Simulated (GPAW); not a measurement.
Input of a GPAW 26.7.0 run:

Contents of run.py:

```python
from ase.dft.bandgap import bandgap
from ase.io import read, write
from ase.units import GPa
from gpaw import GPAW, PW

atoms = read('SnTe.xyz')

calc = GPAW(mode=PW(450),
            xc='PBE',
            kpts={'size': (6, 6, 6), 'gamma': True},
            occupations={'name': 'fermi-dirac', 'width': 0.05},
            nbands=19,
            maxiter=120,
            txt='gpaw.txt')
atoms.calc = calc
energy = atoms.get_potential_energy()
forces = atoms.get_forces()
stress = atoms.get_stress()
calc.write('gs.gpw')
write('result.traj', atoms)
print(f'Energy: {energy:.6f} eV')
print('Forces (eV/A):')
print(forces.round(4))
print('Stress (GPa):', (stress / GPa).round(3))
print('Fermi level:', round(calc.get_fermi_level(), 4), 'eV')
print(f'Gap: {bandgap(calc)[0]:.4f} eV, direct: {bandgap(calc, direct=True)[0]:.4f} eV')
```

File SnTe.xyz:

```xyz
2
Lattice="0.0000000000 3.1508500000 3.1508500000 3.1508500000 0.0000000000 3.1508500000 3.1508500000 3.1508500000 0.0000000000" Properties=species:S:1:pos:R:3 pbc="T T T"
Te     3.1508500000      3.1508500000      3.1508500000
Sn     0.0000000000      0.0000000000      0.0000000000
```

Potentials or basis: GPAW PAW data sets (gpaw-data 1.2.1), pw.

Run with:

```bash
$ OMP_NUM_THREADS=1 python run.py
```

(1) Predict the band gap on the k mesh.

(2) What does it give for the pressure?

Results:

(1) 0.11 eV, direct.

(2) 1.2 GPa.

Caveat: the cutoff is short for stress and forces, so pressures can be off by a GPa or more; spin-orbit coupling is left out, which moves the levels of the heavy elements.

**The experiment to reproduce.**

A printed reference work, textbook reports, for a bulk crystal of SnTe at 300 K: band gap 0.18 eV (direct).

Measured gap of SnTe: 0.18 eV (direct; 300 K; a printed reference work, textbook). This calculation gives 0.11 eV (-0.07 eV). Spin-orbit coupling on Sn, Te is left out. The value is that of PBE on a finite k mesh, which can miss the band edges, without temperature or zero-point motion. Semilocal functionals fall short of measured gaps as a rule.
